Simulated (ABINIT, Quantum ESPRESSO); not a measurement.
## PBE against PBEsol, LDA over 8 crystals

Computed electronic dielectric constant at each level. The value is the mean of the clamped-ion tensor's diagonal. Brackets give the space group and the cell's volume in Å³ per atom. Not every cell is the stable form of its formula. Spin polarisation and spin-orbit coupling are off unless named.

- PBE: Quantum ESPRESSO (PseudoDojo 0.4.1 SR PBE standard) for TiO2, GaP, C, KI, Cl; Quantum ESPRESSO (GBRV 1.5 PBE) for CdS, HfO2; ABINIT (PseudoDojo NC SR PBE v0.5 stringent) for KMgF3; cutoffs 612 to 1143 eV; k meshes of 64 to 2744 points
- PBEsol: Quantum ESPRESSO (PseudoDojo 0.4.1 SR PBEsol standard) for TiO2, GaP, C, KI, Cl; Quantum ESPRESSO (GBRV 1.5 PBEsol) for CdS, HfO2; ABINIT (PseudoDojo NC SR PBEsol v0.4.1 standard) for KMgF3; cutoffs 612 to 1143 eV; k meshes of 64 to 2744 points
- LDA: Quantum ESPRESSO (PseudoDojo 0.4.1 SR LDA standard) for TiO2, GaP, C, KI, Cl; Quantum ESPRESSO (GBRV 1.5 LDA) for CdS, HfO2; ABINIT (PseudoDojo NC SR LDA v0.4.1 standard) for KMgF3; cutoffs 612 to 1143 eV; k meshes of 64 to 2744 points

```tsv
crystal	PBE	PBEsol	LDA
CdS (F-43m; 24.81)	6.189	6.474	6.770
HfO2 (P4_2/nmc, 6 atoms; 10.91)	4.973	5.054	?
TiO2 (P4_2/mnm, 6 atoms; 10.44)	7.756	7.857	7.945
GaP (F-43m; 20.24)	10.510	10.832	?
C (Fd-3m; 5.67)	5.767	5.807	5.741
KMgF3 (Pm-3m; 12.67)	2.089	2.116	?
KI (Fm-3m; 44.09)	2.875	2.914	2.948
Cl (Cmce, 4 atoms; 29.05)	3.155	3.243	3.350
```

Problem. Estimate the LDA values left open from the trend in the other rows.

Solution. The rows shown shift by +2.5 % in the median. The runs gave HfO2 5.078; GaP 11.073; KMgF3 2.129. Over all rows, from the values as printed: LDA lies above PBE in 7 of 8 crystals, with a median shift of +2.5 % (-0.5 % for C to +9.4 % for CdS). Crystals with small gaps need finer meshes and spin-orbit coupling for this value. Values hold for the database cell as given, which isn't always the measured one. LDA stands for any of its common fits to the electron gas. Columns can differ in potentials and cutoffs within a row, which adds scatter of its own. Where several set-ups ran one level, the entry is one near their median; a run lay far from it for GaP.
